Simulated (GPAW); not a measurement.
# BAs (honeycomb bilayer): G0W0 on several meshes in GPAW

Wanted: mesh dependence and cost of G0W0 for BAs (honeycomb bilayer).

Method: LDA and many-body steps on it, plane waves, in GPAW 26.7.0.

This is a report of a sequence of runs, with most program output left out.

**1. The starting structure**

The cell holds 4 atoms: 2 B and 2 As. Cell: a = 3.345 Å, b = 3.345 Å, c = 14.600 Å, α = 90.0°, β = 90.0°, γ = 120.0°. It derives from BAs. Vacuum lies along c.

Coordinates:

```xyz
4
Lattice="3.3453 0.0000 0.0000 -1.6727 2.8972 0.0000 0.0000 0.0000 14.6000" Properties=species:S:1:pos:R:3
B     0.0000    1.9314    5.1639
As    1.6727    0.9657    5.1716
B     0.0000    1.9314    9.4361
As    1.6727    0.9657    9.4284
```

The structure was relaxed with LDA. The runs that relaxed it are not among those shown.

**2. Empty states on the mesh, 12×12×1 mesh, 239 bands**

This step: GPAW 26.7.0; DFT, LDA, plane waves, PAW.

The sums over transitions need many empty states on a uniform mesh; this step solves for them.

run.py

```python
import json
import numpy as np
from gpaw.mpi import world
from gpaw import GPAW

calc = GPAW('gs.gpw').fixed_density(kpts={'size': (12, 12, 1), 'gamma': True},
    nbands=278,
    convergence={'bands': 239},
    update_fermi_level=True,
    txt='nscf.txt')
calc.write('full.gpw', mode='all')
res = {}
kpts = calc.get_ibz_k_points()
res['kpts'] = kpts
res['eigenvalues'] = [calc.get_eigenvalues(kpt=k) for k in range(len(kpts))]
res['n_electrons'] = calc.get_number_of_electrons()

if world.rank == 0:
    with open('result.json', 'w') as f:
        json.dump(res, f, default=lambda x: x.tolist())
```

On the command line:

```
> mpirun -n 8 gpaw python run.py
```

Elapsed: 3.4 min, on 8 MPI ranks of Arm Neoverse V1, shared host; peak memory 2 GiB.

This step gave:

```yaml
gap: 0.1721 eV
k_of_the_valence_top: 0.3333, 0.3333, 0
k_of_the_conduction_bottom: 0.3333, 0.3333, 0
least_direct_gap: 0.1721 eV
k_points_computed: 19
lowest_point_of_the_top_converged_band_above_the_valence_top: 75.6663 eV
```

On this mesh the gap is 0.172 eV.

**3. 12×12×1**

Now the one-shot GW correction: screening in the RPA, then the self-energy of the levels asked for.

This step: G0W0 on LDA, plane waves, PAW.

run.py

```python
import json
import numpy as np
from gpaw.mpi import world
from gpaw.response.g0w0 import G0W0

gw = G0W0('full.gpw',
    filename='gw',
    kpts=[0, 9],
    bands=(6, 10),
    ecut=48,
    nbands=106,
    truncation='2D',
    integrate_gamma='sphere',
    q0_correction=True,
    frequencies={'type': 'nonlinear', 'domega0': 0.15, 'omega2': 15.0},
    eta=0.1,
    nblocksmax=True)
gw.calculate()
res = {mode: {k: v for k, v in r.items() if k != 'sigma_eskwn'}
       for mode, r in gw.all_results.items()}

if world.rank == 0:
    with open('result.json', 'w') as f:
        json.dump(res, f, default=lambda x: x.tolist())
```

On the command line:

```
> mpirun -n 8 gpaw python run.py
```

Run time: 6.1 min. Hardware: 8 MPI ranks; peak memory 3.8 GiB.

This step gave:

```
G0W0 gap on the points computed              : 0.5838 eV
least direct G0W0 gap on the computed points : 0.5838 eV
Z at the valence top                         : 0.7004
Z at the conduction bottom                   : 0.6776
starting gap on the mesh                     : 0.1721 eV
k of the valence top                         : 0.3333, 0.3333, 0
k of the conduction bottom                   : 0.3333, 0.3333, 0
```

The gap on the mesh goes from 0.17 eV to 0.58 eV, a correction of +0.41 eV.

**4. Empty states on the mesh, 9×9×1 mesh, 116 bands**

This step: DFT, LDA, plane waves, PAW.

run.py

```python
import json
import numpy as np
from gpaw.mpi import world
from gpaw import GPAW

calc = GPAW('gs.gpw').fixed_density(kpts={'size': (9, 9, 1), 'gamma': True},
    nbands=135,
    convergence={'bands': 116},
    update_fermi_level=True,
    txt='nscf.txt')
calc.write('full.gpw', mode='all')
res = {}
kpts = calc.get_ibz_k_points()
res['kpts'] = kpts
res['eigenvalues'] = [calc.get_eigenvalues(kpt=k) for k in range(len(kpts))]
res['n_electrons'] = calc.get_number_of_electrons()

if world.rank == 0:
    with open('result.json', 'w') as f:
        json.dump(res, f, default=lambda x: x.tolist())
```

On the command line:

```
> mpirun -n 8 gpaw python run.py
```

Elapsed: 84 s, on 8 MPI ranks; peak memory 1.6 GiB.

This step gave:

* gap: 0.1721 eV
* k of the valence top: 0.3333, 0.3333, 0
* k of the conduction bottom: 0.3333, 0.3333, 0
* least direct gap: 0.1721 eV
* k points computed: 12
* lowest point of the top converged band, above the valence top: 45.00 eV

On this mesh the gap is 0.172 eV.

**5. 9×9×1**

This step: G0W0 on LDA, plane waves, PAW.

run.py

```python
import json
import numpy as np
from gpaw.mpi import world
from gpaw.response.g0w0 import G0W0

gw = G0W0('full.gpw',
    filename='gw',
    kpts=[0, 6],
    bands=(6, 10),
    ecut=48,
    nbands=106,
    truncation='2D',
    integrate_gamma='sphere',
    q0_correction=True,
    frequencies={'type': 'nonlinear', 'domega0': 0.15, 'omega2': 15.0},
    eta=0.1,
    nblocksmax=True)
gw.calculate()
res = {mode: {k: v for k, v in r.items() if k != 'sigma_eskwn'}
       for mode, r in gw.all_results.items()}

if world.rank == 0:
    with open('result.json', 'w') as f:
        json.dump(res, f, default=lambda x: x.tolist())
```

On the command line:

```
> mpirun -n 8 gpaw python run.py
```

Run time: 2.4 min. Hardware: 8 MPI ranks; peak memory 2.9 GiB.

This step gave:

| Property | Result |
| --- | --- |
| G0W0 gap on the points computed | 0.5468 eV |
| least direct G0W0 gap on the computed points | 0.5468 eV |
| Z at the valence top | 0.6839 |
| Z at the conduction bottom | 0.6626 |
| starting gap on the mesh | 0.1721 eV |
| k of the valence top | 0.3333, 0.3333, 0 |
| k of the conduction bottom | 0.3333, 0.3333, 0 |

Against G0W0 in GPAW (12×12×1 mesh, 106 bands, screening to 48 eV, full frequency, Hilbert transform), the gap moves by −0.037 eV.

**6. Side by side**

Times are wall times on 8 MPI ranks of Arm Neoverse V1, shared host, good to a factor of about two.

| run | mesh | bands | screening cutoff (eV) | DFT gap (eV) | gap on the mesh (eV) | direct (eV) | time |
| --- | --- | --- | --- | --- | --- | --- | --- |
| 12×12×1 | 12×12×1 | 106 | 48 | 0.172 | 0.584 | 0.584 | 6.1 min |
| 9×9×1 | 9×9×1 | 106 | 48 | 0.172 | 0.547 | 0.547 | 2.4 min |

**7. Summary of results**

- 12×12×1: 0.584 eV
- 9×9×1: 0.547 eV
- known limits: not at the basis limit; no spin-orbit coupling

What this shows: 9×9×1: −0.037 eV against 12×12×1. Bands and cutoff are finite, so the gap is not at the basis limit. The miss can reach some tenths of an eV and take either sign; the mesh is an error of its own. These stock PAW sets were not made for GW; the filled d or f shell of As lies in the frozen core, which bears on start and correction. In the G0W0 runs levels were corrected at 2 k points alone, so a gap called «on the mesh» is the least over those, and an edge elsewhere would be missed. The many-body steps are scalar-relativistic: spin-orbit coupling is not in them.

[Paths, hosts, dates, memory and timing lines, banners, echoed tables and standing remarks are left out of the program output.]

[Logs are printed without paths, hosts, clocks, repeated set-up lines and the standing remarks that a program may print on its own settings, such as how far it seeks lower states.]

[Runs of the session that timed out or met a known fault of the program may be left out.]

[Hosts, paths, dates, database ids (printed as entryN), source tags and the programs' standing remarks are cut or masked in the printed files.]
